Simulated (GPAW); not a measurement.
# AgCl (Chlorargyrite) (Fm-3m) in GPAW: settings compared

Aim: see how the results for AgCl (Chlorargyrite) move with the level of theory and the settings. Levels: PBEsol+U, PBE. Tasks: band structure, dielectric tensor.

Everything below comes from runs of GPAW 26.7.0. Logs are shortened: lines on timing, memory, paths and dates and some standing lists are left out, and cuts for length are marked. The log counts tension as positive stress, the text compression.

**Measured values to compare with.**

From a printed reference work, data compilation, for a bulk crystal of AgCl: band gap 3.249 eV (indirect).

From a printed reference work, monograph, for a bulk crystal of AgCl: high-frequency dielectric constant 3.92.

The runs below are set against these values where they give the same quantity.

### 1 The crystal as given

Symmetry: Fm-3m, No. 225, cubic system. The conventional cell has a = 5.470 Å, b = 5.470 Å, c = 5.470 Å, α = 90.00°, β = 90.00°, γ = 90.00°. Around Ag (site symmetry m-3m) lie 6 Cl at 2.73 Å. Cl (site symmetry m-3m) is surrounded by 6 Ag at 2.73 Å.

### 2 Band structure, PBEsol+U

run.py

```python
from ase import Atoms
from ase.dft.bandgap import bandgap
from ase.io import write
from ase.units import GPa
from gpaw import GPAW, PW, setup_paths

setup_paths.insert(0, '.')

atoms = Atoms(['Ag', 'Cl'],
              cell=[[0.0, 2.735, 2.735],
                    [2.735, 0.0, 2.735],
                    [2.735, 2.735, 0.0]],
              scaled_positions=[[0.0, 0.0, 0.0],
                                [0.5, 0.5, 0.5]],
              pbc=True)

calc = GPAW(mode=PW(600),
            xc='PBEsol',
            kpts={'size': (8, 8, 8), 'gamma': True},
            occupations={'name': 'fermi-dirac', 'width': 0.05},
            setups={'Ag': ':d,8.0'},
            nbands=23,
            convergence={'density': 1e-05, 'energy': 1e-05},
            maxiter=150,
            txt='gpaw.txt')
atoms.calc = calc
energy = atoms.get_potential_energy()
forces = atoms.get_forces()
stress = atoms.get_stress()
calc.write('gs.gpw')
write('result.traj', atoms)
print(f'Energy: {energy:.6f} eV')
print('Forces (eV/A):')
print(forces.round(4))
print('Stress (GPa):', (stress / GPa).round(3))
print('Fermi level:', round(calc.get_fermi_level(), 4), 'eV')
print(f'Gap: {bandgap(calc)[0]:.4f} eV, direct: {bandgap(calc, direct=True)[0]:.4f} eV')

path = atoms.cell.bandpath('GXWKGLUWLK,UX', npoints=60, eps=1e-4)
bs_calc = calc.fixed_density(kpts=path, symmetry='off', nbands=35,
                             convergence={'bands': 'CBM+6.0', 'eigenstates': 1e-6}, txt='bands.txt')
bs = bs_calc.band_structure()
bs.write('bs.json')
print(f'Gap on the path: {bandgap(bs_calc)[0]:.4f} eV')
```

Potentials or basis: PAW data sets generated in the run's folder for this functional, pw.

Launch:

```console
gpaw-setup -f PBEsol Ag Cl
OMP_NUM_THREADS=1 python run.py
```

gpaw.txt:

```text
__  _  _
 | _ |_)|_||  |
 |__||  | ||/\| - 26.7.0

Input parameters:
  mode=PW(ecut=600.0),
  convergence={'density': 1e-05, 'energy': 1e-05},
  kpts=MonkhorstPack(size=(8, 8, 8), gamma=True),
  maxiter=150,
  nbands=23,
  occupations=Occupations(name='fermi-dirac', width=0.05),
  setups={'Ag': ':d,8.0'},
  xc=XC(name='PBEsol')

Diagonalizing LCAO Hamiltonian
Converting LCAO to pw mode

                Cl

       Ag

Atoms  # Å, Bohr magnetons
|   | symbol |        x |        y |        z |    initial magnetic moments |
|---|--------|----------|----------|----------|-----------------------------|
| 0 |     Ag | 0.000000 | 0.000000 | 0.000000 | ( 0.0000,  0.0000,  0.0000) |
| 1 |     Cl | 2.735000 | 2.735000 | 2.735000 | ( 0.0000,  0.0000,  0.0000) |

Unit cell  # Å
| periodic |        x |        y |        z |  lengths |    angles |
|----------|----------|----------|----------|----------|-----------|
|      yes | 0.000000 | 2.735000 | 2.735000 | 3.867874 | 60.000000 |
|      yes | 2.735000 | 0.000000 | 2.735000 | 3.867874 | 60.000000 |
|      yes | 2.735000 | 2.735000 | 0.000000 | 3.867874 | 60.000000 |

Number of symmetries: 48
Symmetry operations  # r_c * U_cc + t_c -> r_c
|    | kind |            matrix            |
|----|------|------------------------------|
|  0 |  σ   |  1, 0, 0,  1, 0,-1,  1,-1, 0 |
|  1 |  C2  |  1, 0, 0,  1,-1, 0,  1, 0,-1 |
|  2 |  E   |  1, 0, 0,  0, 1, 0,  0, 0, 1 |
|  3 |  σ   |  1, 0, 0,  0, 0, 1,  0, 1, 0 |
|  4 |  C4  |  1, 0,-1,  1, 0, 0,  1,-1, 0 |
|  5 |  S6  |  1, 0,-1,  1,-1, 0,  1, 0, 0 |
|  6 |  σ   |  1, 0,-1,  0, 1,-1,  0, 0,-1 |
|  7 |  C3  |  1, 0,-1,  0, 0,-1,  0, 1,-1 |
|  8 |  S6  |  1,-1, 0,  1, 0, 0,  1, 0,-1 |
|  9 |  C4  |  1,-1, 0,  1, 0,-1,  1, 0, 0 |
| 10 |  C3  |  1,-1, 0,  0,-1, 1,  0,-1, 0 |
| 11 |  σ   |  1,-1, 0,  0,-1, 0,  0,-1, 1 |
| 12 |  σ   |  0, 1, 0,  1, 0, 0,  0, 0, 1 |
| 13 |  C4  |  0, 1, 0,  0, 1,-1, -1, 1, 0 |
| 14 |  C3  |  0, 1, 0,  0, 0, 1,  1, 0, 0 |
| 15 |  S6  |  0, 1, 0, -1, 1, 0,  0, 1,-1 |
| 16 |  C2  |  0, 1,-1,  1, 0,-1,  0, 0,-1 |
| 17 |  σ   |  0, 1,-1,  0, 1, 0, -1, 1, 0 |
| 18 |  S4  |  0, 1,-1,  0, 0,-1,  1, 0,-1 |
| 19 |  C4  |  0, 1,-1, -1, 1, 0,  0, 1, 0 |
| 20 |  C3  |  0, 0, 1,  1, 0, 0,  0, 1, 0 |
| 21 |  σ   |  0, 0, 1,  0, 1, 0,  1, 0, 0 |
| 22 |  S6  |  0, 0, 1,  0,-1, 1, -1, 0, 1 |
| 23 |  C4  |  0, 0, 1, -1, 0, 1,  0,-1, 1 |
| 24 |  S4  |  0, 0,-1,  1, 0,-1,  0, 1,-1 |
| 25 |  C3  |  0, 0,-1,  0, 1,-1,  1, 0,-1 |
| 26 |  C2  |  0, 0,-1,  0,-1, 0, -1, 0, 0 |
| 27 |  S6  |  0, 0,-1, -1, 0, 0,  0,-1, 0 |
| 28 |  S4  |  0,-1, 1,  1,-1, 0,  0,-1, 0 |
| 29 |  C4  |  0,-1, 1,  0, 0, 1, -1, 0, 1 |
| 30 |  C2  |  0,-1, 1,  0,-1, 0,  1,-1, 0 |
| 31 |  σ   |  0,-1, 1, -1, 0, 1,  0, 0, 1 |
| 32 |  C3  |  0,-1, 0,  1,-1, 0,  0,-1, 1 |
| 33 |  S6  |  0,-1, 0,  0, 0,-1, -1, 0, 0 |
| 34 |  S4  |  0,-1, 0,  0,-1, 1,  1,-1, 0 |
| 35 |  C2  |  0,-1, 0, -1, 0, 0,  0, 0,-1 |
| 36 |  C2  | -1, 1, 0,  0, 1, 0,  0, 1,-1 |
| 37 |  S6  | -1, 1, 0,  0, 1,-1,  0, 1, 0 |
| 38 |  S4  | -1, 1, 0, -1, 0, 1, -1, 0, 0 |
| 39 |  C3  | -1, 1, 0, -1, 0, 0, -1, 0, 1 |
| 40 |  S6  | -1, 0, 1,  0, 0, 1,  0,-1, 1 |
| 41 |  C2  | -1, 0, 1,  0,-1, 1,  0, 0, 1 |
| 42 |  C3  | -1, 0, 1, -1, 1, 0, -1, 0, 0 |
| 43 |  S4  | -1, 0, 1, -1, 0, 0, -1, 1, 0 |
| 44 |  C2  | -1, 0, 0,  0, 0,-1,  0,-1, 0 |
| 45 |  i   | -1, 0, 0,  0,-1, 0,  0, 0,-1 |
| 46 |  σ   | -1, 0, 0, -1, 1, 0, -1, 0, 1 |
| 47 |  C2  | -1, 0, 0, -1, 0, 1, -1, 1, 0 |

BZ-sampling:
  Number of BZ points: 512
  Number of IBZ points: 29

  Monkhorst-Pack size: [8, 8, 8]
  Monkhorst-Pack shift: [0.0625, 0.0625, 0.0625]

K-points  # in reciprocal-cell coordinates
|     |                                coordinates |     weight |
|-----|--------------------------------------------|------------|
|   0 | (  0.00000000,   0.00000000,   0.00000000) | 0.00195312 |
|   1 | (  0.12500000,   0.12500000,   0.00000000) | 0.01171875 |
|   2 | (  0.12500000,   0.12500000,   0.12500000) | 0.01562500 |
|   3 | (  0.25000000,   0.12500000,   0.12500000) | 0.02343750 |
|   4 | (  0.25000000,   0.25000000,   0.00000000) | 0.01171875 |
|   5 | (  0.25000000,   0.25000000,   0.12500000) | 0.04687500 |
|   6 | (  0.25000000,   0.25000000,   0.25000000) | 0.01562500 |
|   7 | (  0.37500000,   0.25000000,  -0.37500000) | 0.04687500 |
|   8 | (  0.37500000,   0.25000000,   0.12500000) | 0.04687500 |
|   9 | (  0.37500000,   0.25000000,   0.25000000) | 0.04687500 |
| ... |                                            |            |
|  28 | (  0.50000000,   0.50000000,   0.50000000) | 0.00781250 |

Plane wave coefficients: 1384
Cutoff: 600.0 eV

Spin-components: 1 (collinear spins)
Bands:           23
Projectors:      11
Spin-degeneracy: 2
Datatype:        complex128

Parallelization:
  kpt:    1
  domain: 1
  band:   1

Density:
  Valence electrons: 24.0
  Components: 1
  Grid points: [24 24 24]
  Charge: 0.0  # |e|

Potential:
  Grid points: [24 24 24]

species:
  Ag:
    name:    Silver
    Z:       47.0
    valence: 17
    core:    30
    charge:  0.0  # [|e|]
    Hubbard: {U: 8.0,  # eV
              l: 2,
              scale: True}
    compensation charges:
      type: gauss
      rc: 0.40  # [Å]
      lmax: 2
    cutoffs:
      filter: 2.35  # [Å]
      core: 2.19  # [Å]
    projectors
    | kind |    occ | energy [eV] | rcut [Å] |
    |------|--------|-------------|----------|
    |   5s |  1.000 |      -4.417 |    1.286 |
    |   4p |  6.000 |     -58.524 |    1.328 |
    |   5p |  0.000 |      -0.670 |    1.328 |
    |   4d | 10.000 |      -7.455 |    1.180 |
    |    s |        |      22.795 |    1.286 |
    |    d |        |      19.756 |    1.180 |

    Using partial waves for Ag as LCAO basis

  Cl:
    name:    Chlorine
    Z:       17.0
    valence: 7
    core:    10
    charge:  0.0  # [|e|]
    compensation charges:
      type: gauss
      rc: 0.25  # [Å]
      lmax: 2
    cutoffs:
      filter: 1.40  # [Å]
      core: 1.49  # [Å]
    projectors
    | kind |    occ | energy [eV] | rcut [Å] |
    |------|--------|-------------|----------|
    |   3s |  2.000 |     -20.615 |    0.794 |
    |   3p |  5.000 |      -8.561 |    0.794 |
    |    s |        |       6.597 |    0.794 |
    |    p |        |      18.651 |    0.794 |
    |    d |        |       0.000 |    0.794 |

    Using partial waves for Cl as LCAO basis

Reference energy: -157065.071766  # eV

eigensolver:
  PPCG
  Converge bands: occupied
  niter=2

density mixing:
  MSR1-Mixer
  Pratt-step length: 0.05
  Maximum mixing coefficient: 0.75
  Old densities: 10
  SVD Regularization: 0.005
  Good broyden scale: 1.0
  Trust region scale: 1.0
  Backstep threshold: 4.0
  History deletion threshold: 6.0
  Fourier metric: weight=20.0, sigma=0.015

occupation numbers:
  Fermi-Dirac:
    width: 0.0500  # eV

poisson solver:
  ecut: 4800.0  # eV

xc functional:
  name: PBEsol with 2 nearest neighbor stencil

convergence criteria:
[... 6 lines left out ...]
|iter     | |      energy | eigst |  dens |
|---------|-|-------------|-------|-------|
|iter:   1| |   -6.790636 | -0.35 |       |
|iter:   2| |   -6.758950 | -2.55 | -1.38 |
|iter:   3| |   -6.628980 | -2.49 | -1.41 |
|iter:   4| |   -6.632793 | -3.85 | -2.21 |
|iter:   5| |   -6.634457 | -4.41 | -2.44 |
|iter:   6| |   -6.634560 | -5.51 | -3.15 |
|iter:   7| |   -6.634563c| -7.01 | -3.72 |
|iter:   8| |   -6.634563c| -7.97c| -4.92 |
|iter:   9| |   -6.634563c| -8.57c| -5.37c|

Converged in 9 steps
Energy contributions relative to reference atoms: (reference = -157065.071766)

Energy contributions:
  Kinetic:          50.344155
  Coulomb:         -44.437136
  Zero:             -0.384791
  External:          0.000000
  Xc:              -12.156790
  Entropy:          -0.000000
  Spinorbit:         0.000000
  ----------------------------
  Free energy:      -6.634563
  Extrapolated:     -6.634563

dipole moment: (-16.354911, -16.354911, -16.354911)  # |e|*Ang

Fermi level: 4.187
Eigenvalues  # (at kpt = [0.000, 0.000, 0.000])
| band index |      eig [eV] | occ [0-2] |
|------------|---------------|-----------|
|          0 |       -46.982 |     2.000 |
|        ... |               |           |
|          4 |        -0.983 |     2.000 |
|          5 |        -0.983 |     2.000 |
|          6 |        -0.871 |     2.000 |
|          7 |        -0.871 |     2.000 |
|          8 |        -0.871 |     2.000 |
|          9 |         1.837 |     2.000 |
[... 8 lines left out ...]
|         18 |        17.482 |     0.000 |
|         19 |        18.293 |     0.000 |
|        ... |               |           |
|         22 |        24.867 |     0.000 |

Gap: 2.239 eV
Transition (v -> c):
  (s=0, k=28, n=11, [0.50, 0.50, 0.50]) -> (s=0, k=0, n=12, [0.00, 0.00, 0.00])
Direct/indirect transitions are different
Direct gap: 3.561 eV
Transition at: (s=0, k=0, n=11, [0.00, 0.00, 0.00])

Forces  # eV/Ang
|       x |        y |       z |
|---------|----------|---------|
| 0.00000 |  0.00000 | 0.00000 |  # Ag   0
| 0.00000 | -0.00000 | 0.00000 |  # Cl   1

Stress tensor  # eV/Ang^3
|         x |         y |         z |
|-----------|-----------|-----------|
| -0.005014 |  0.000000 | -0.000000 |
|  0.000000 | -0.005014 |  0.000000 |
| -0.000000 |  0.000000 | -0.005014 |

# Writing to gs.gpw (mode='')
```

It took 39 s on 1 thread of Intel Xeon Platinum 8488C (Sapphire Rapids), shared host; peak memory 0.25 GiB.

What came out:

* Free energy: -6.6346 eV
* Pressure: 0.8 GPa
* Band gap on the k mesh: 2.24 eV, indirect (least direct gap 3.56 eV)
* Band gap along the path: 2.24 eV, indirect (least direct gap 3.56 eV)

Levels at the corners of the path, in eV from the valence-band top:
```tsv
point	band 10	band 11	band 12	band 13	band 14
Γ	-1.32	-1.32	-1.32	2.24	11.46
X	-3.46	-2.10	-2.10	3.79	8.51
W	-2.46	-2.46	-1.43	5.64	8.86
K	-2.68	-2.23	-1.11	5.03	8.18
Γ	-1.32	-1.32	-1.32	2.24	11.46
L	-2.71	0.00	0.00	5.27	8.23
U	-2.68	-2.23	-1.11	5.03	8.18
W	-2.46	-2.46	-1.43	5.64	8.86
L	-2.71	0.00	0.00	5.27	8.23
K	-2.68	-2.23	-1.11	5.03	8.18
U	-2.68	-2.23	-1.11	5.03	8.18
X	-3.46	-2.10	-2.10	3.79	8.51
```

### 3 Dielectric tensor, PBE

run.py

```python
import numpy as np
from ase import Atoms
from ase.dft.bandgap import bandgap
from ase.io import write
from gpaw import GPAW, PW
from gpaw.response.df import DielectricFunction

atoms = Atoms(['Ag', 'Cl'],
              cell=[[0.0, 2.735, 2.735],
                    [2.735, 0.0, 2.735],
                    [2.735, 2.735, 0.0]],
              scaled_positions=[[0.0, 0.0, 0.0],
                                [0.5, 0.5, 0.5]],
              pbc=True)

calc = GPAW(mode=PW(450),
            xc='PBE',
            kpts={'size': (7, 7, 7), 'gamma': True},
            occupations={'name': 'fermi-dirac', 'width': 0.001},
            nbands=23,
            convergence={'density': 1e-06},
            maxiter=150,
            txt='gpaw.txt')
atoms.calc = calc
energy = atoms.get_potential_energy()
calc.write('gs.gpw')
write('result.traj', atoms)
print(f'Energy: {energy:.6f} eV')
print('Fermi level:', round(calc.get_fermi_level(), 4), 'eV')
print(f'Gap: {bandgap(calc)[0]:.4f} eV, direct: {bandgap(calc, direct=True)[0]:.4f} eV')

for size in [(15, 15, 15), (21, 21, 21)]:
    name = 'x'.join(str(n) for n in size)
    dense = calc.fixed_density(kpts={'size': size, 'gamma': True},
                               nbands=38, convergence={'bands': 32, 'eigenstates': 1e-7},
                               update_fermi_level=True, txt=f'dense-{name}.txt')
    dense.write(f'{name}.gpw', mode='all')
    df = DielectricFunction(f'{name}.gpw', frequencies=np.array([0.0]), hilbert=False, eta=0.001,
                            ecut=80, nbands=32, intraband=False, txt=f'df-{name}.txt')
    for xc in ['RPA', 'ALDA_X', 'ALDA']:
        for direction in ['x', 'y', 'z', [0, 1, 1], [1, 0, 1], [1, 1, 0]]:
            e0, e = df.get_macroscopic_dielectric_constant(xc=xc, direction=direction)
            print(f'{name} {xc} {direction}: {e0:.4f} without, {e:.4f} with local fields')
```

Potentials or basis: GPAW PAW data sets (gpaw-data 1.2.1), pw.

Launch:

```console
OMP_NUM_THREADS=1 python run.py
```

gpaw.txt:

```text
__  _  _
 | _ |_)|_||  |
 |__||  | ||/\| - 26.7.0

Input parameters:
  mode=PW(ecut=450.00000000000006),
  convergence={'density': 1e-06},
  kpts=MonkhorstPack(size=(7, 7, 7), gamma=True),
  maxiter=150,
  nbands=23,
  occupations=Occupations(name='fermi-dirac', width=0.001),
  xc=XC(name='PBE')

Diagonalizing LCAO Hamiltonian
Converting LCAO to pw mode

                Cl

       Ag

Atoms  # Å, Bohr magnetons
|   | symbol |        x |        y |        z |    initial magnetic moments |
|---|--------|----------|----------|----------|-----------------------------|
| 0 |     Ag | 0.000000 | 0.000000 | 0.000000 | ( 0.0000,  0.0000,  0.0000) |
| 1 |     Cl | 2.735000 | 2.735000 | 2.735000 | ( 0.0000,  0.0000,  0.0000) |

Unit cell  # Å
| periodic |        x |        y |        z |  lengths |    angles |
|----------|----------|----------|----------|----------|-----------|
|      yes | 0.000000 | 2.735000 | 2.735000 | 3.867874 | 60.000000 |
|      yes | 2.735000 | 0.000000 | 2.735000 | 3.867874 | 60.000000 |
|      yes | 2.735000 | 2.735000 | 0.000000 | 3.867874 | 60.000000 |

Number of symmetries: 48
Symmetry operations  # r_c * U_cc + t_c -> r_c
|    | kind |            matrix            |
|----|------|------------------------------|
|  0 |  σ   |  1, 0, 0,  1, 0,-1,  1,-1, 0 |
|  1 |  C2  |  1, 0, 0,  1,-1, 0,  1, 0,-1 |
|  2 |  E   |  1, 0, 0,  0, 1, 0,  0, 0, 1 |
|  3 |  σ   |  1, 0, 0,  0, 0, 1,  0, 1, 0 |
|  4 |  C4  |  1, 0,-1,  1, 0, 0,  1,-1, 0 |
|  5 |  S6  |  1, 0,-1,  1,-1, 0,  1, 0, 0 |
|  6 |  σ   |  1, 0,-1,  0, 1,-1,  0, 0,-1 |
[... 161 lines left out ...]
poisson solver:
  ecut: 3600.0000000000005  # eV

xc functional:
  name: PBE with 2 nearest neighbor stencil

convergence criteria:
- Maximum integral of absolute [dens]ity change: 1e-06 electrons / valence electron
- Maximum [total energy] change in last 3 cyles: 0.0005 eV / valence electron
- Maximum integral of absolute [eigenst]ate change: 4e-08 eV^2 / valence electron
maximum number of iterations: 150

SCF iterations
|iter     | |      energy | eigst |  dens |
|---------|-|-------------|-------|-------|
|iter:   1| |   -5.589979 | -0.58 |       |
|iter:   2| |   -5.558854 | -2.41 | -1.54 |
|iter:   3| |   -5.438689 | -2.43 | -1.58 |
|iter:   4| |   -5.437949 | -4.12 | -2.08 |
|iter:   5| |   -5.437872c| -4.58 | -2.51 |
|iter:   6| |   -5.437888c| -6.08 | -3.25 |
|iter:   7| |   -5.437893c| -7.09 | -3.78 |
|iter:   8| |   -5.437893c| -8.48c| -4.64 |
|iter:   9| |   -5.437893c| -8.99c| -5.37 |
|iter:  10| |   -5.437893c| -9.70c| -5.99 |
|iter:  11| |   -5.437893c|-10.82c| -6.98c|

Converged in 11 steps
Energy contributions relative to reference atoms: (reference = -157152.775749)

Energy contributions:
  Kinetic:          13.434501
  Coulomb:         -12.458822
  Zero:              0.024189
  External:          0.000000
  Xc:               -6.437761
  Entropy:          -0.000000
  Spinorbit:         0.000000
  ----------------------------
  Free energy:      -5.437893
  Extrapolated:     -5.437893

dipole moment: (-16.667705, -16.667705, -16.667705)  # |e|*Ang

Fermi level: 5.004
Eigenvalues  # (at kpt = [0.000, 0.000, 0.000])
| band index |      eig [eV] | occ [0-2] |
|------------|---------------|-----------|
|          0 |       -48.810 |     2.000 |
|        ... |               |           |
|          4 |         1.962 |     2.000 |
|          5 |         1.962 |     2.000 |
|          6 |         1.962 |     2.000 |
|          7 |         2.007 |     2.000 |
|          8 |         2.007 |     2.000 |
|          9 |         2.064 |     2.000 |
[... 8 lines left out ...]
|         18 |        18.141 |     0.000 |
|         19 |        18.186 |     0.000 |
|        ... |               |           |
|         22 |        24.858 |     0.000 |

Gap: 0.965 eV
Transition (v -> c):
  (s=0, k=19, n=11, [0.43, 0.43, 0.43]) -> (s=0, k=0, n=12, [0.00, 0.00, 0.00])
Direct/indirect transitions are different
Direct gap: 3.374 eV
Transition at: (s=0, k=2, n=11, [0.14, 0.14, 0.14])
# Writing to gs.gpw (mode='')
```

Run time: 4.4 min. Hardware: 1 thread of Arm Neoverse V2, shared host; peak memory 1.1 GiB.

Results:

```yaml
Free_energy: -5.4379 eV
Band_gap_on_the_k_mesh: 0.97 eV, indirect (least direct gap 3.37 eV)
Electronic_dielectric_tensor_diagonal: 4.90
```

Electronic dielectric tensor:
```
4.90 0.00 0.00
0.00 4.90 0.00
0.00 0.00 4.90
```

Caveat: the long-wavelength limit can be off by several per cent where d states take part; an odd mesh through Γ misses points on the zone boundary, where band edges often lie.

### 4 The reference run

An earlier run on the cell as given: functional PBEsol; potentials or basis PAW data sets generated in the run's folder for this functional; cutoff 600 eV; basis pw; k mesh 8 × 8 × 8; occupations fermi-dirac, width 0.05 eV; no spin polarisation.

- Pressure: -0.6 GPa
- Band gap on the k mesh: 0.70 eV, indirect (least direct gap 3.17 eV)

### 5 Overview

| task | level | potentials or basis | U | k mesh | cutoff (eV) | smearing | band path | band points | response ecut | response k mesh | response bands | gap on the mesh (eV) | pressure (GPa) |
| --- | --- | --- | --- | --- | --- | --- | --- | --- | --- | --- | --- | --- | --- |
| band structure | PBEsol+U | PAW data sets generated in the run's folder for this functional, pw | Ag d U = 8 eV | 8 × 8 × 8 | 600 | fermi-dirac 0.05 eV | GXWKGLUWLK,UX | 60 | - | - | - | 2.24 | 0.8 |
| dielectric tensor | PBE | GPAW PAW data sets (gpaw-data 1.2.1), pw | - | 7 × 7 × 7 | 450 | fermi-dirac 0.001 eV | - | - | 80 eV | 21 × 21 × 21 | 32 | 0.97 | - |
| single point | PBEsol | PAW data sets generated in the run's folder for this functional, pw | - | 8 × 8 × 8 | 600 | fermi-dirac 0.05 eV | - | - | - | - | - | 0.70 | -0.6 |

Alike in all rows: no spin polarisation; cell as given.

Caveats: the long-wavelength limit can be off by several per cent where d states take part (some runs); an odd mesh through Γ misses points on the zone boundary, where band edges often lie (some runs).

Absolute energies hang on the potentials; compare differences alone.

### 6 Against experiment

Step 2. Against the measured gap of AgCl, 3.249 eV (indirect; a printed reference work, data compilation), the calculated 2.24 eV is off by -1.01 eV. Spin-orbit coupling on Ag is left out. The value is that of PBEsol+U, without temperature or zero-point motion.

Step 3. The gap isn't set beside the deposited one, since this odd mesh misses points on the zone boundary. Against the measured high-frequency dielectric constant of AgCl, 3.92 (a printed reference work, monograph), the calculated 4.90 is off by +24.9 %.
